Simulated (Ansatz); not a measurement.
InN, response to strain

Start from InN in the wurtzite structure (space group P6_3mc, No. 186; a = 3.581 Å, c = 5.788 Å). Axes: x lies along a and z along c of the hexagonal cell.

Strains are applied to the cell and any free atomic positions relax; under biaxial strain the out-of-plane vector relaxes too; under stress the whole cell relaxes.

All numbers come from PBE, PAW, 420 eV (Ansatz, a program for electronic structure; no SOC), earlier PAW set.

Notes on the quantities. energy relative to the base: free energy F; pressure: mean of the normal stresses, compression positive.

| change | energy relative to the base | volume per atom | pressure |
|---|---|---|---|
| base | 0 meV/atom | 16.07 Å³ | 0.0 GPa |
| biaxial strain −1.72 %, plane normal [001], relaxed out of plane | – | 15.71 Å³ | 2.9 GPa |
| biaxial strain −1.12 %, plane normal [001], relaxed out of plane | – | 15.84 Å³ | 1.8 GPa |
| isotropic strain −5.62 % | +0.215 eV/atom | 13.51 Å³ | 31.6 GPa |
| isotropic strain −4.52 % | +133 meV/atom | 13.99 Å³ | 23.3 GPa |
| isotropic strain −2.54 % | +39 meV/atom | 14.88 Å³ | 11.3 GPa |
| isotropic strain −1.99 % | +23 meV/atom | 15.13 Å³ | 8.5 GPa |
| uniaxial strain ε_xx = −3.11 % | +10 meV/atom | 15.57 Å³ | 4.1 GPa |
| uniaxial strain ε_yy = +5.93 % | +33 meV/atom | 17.02 Å³ | -6.3 GPa |
| uniaxial stress, 8 GPa tension along z | [?] | [?] | – |

Some entries are withheld; estimate them.


- uniaxial stress, 8 GPa tension along z, energy relative to the base: +18 meV/atom
- uniaxial stress, 8 GPa tension along z, volume per atom: 16.45 Å³

The mesh was chosen for an insulator and is coarse for the gapless case. Beyond what the load breaks, stability against distortions was not tested. The final runs are not spin-polarised.
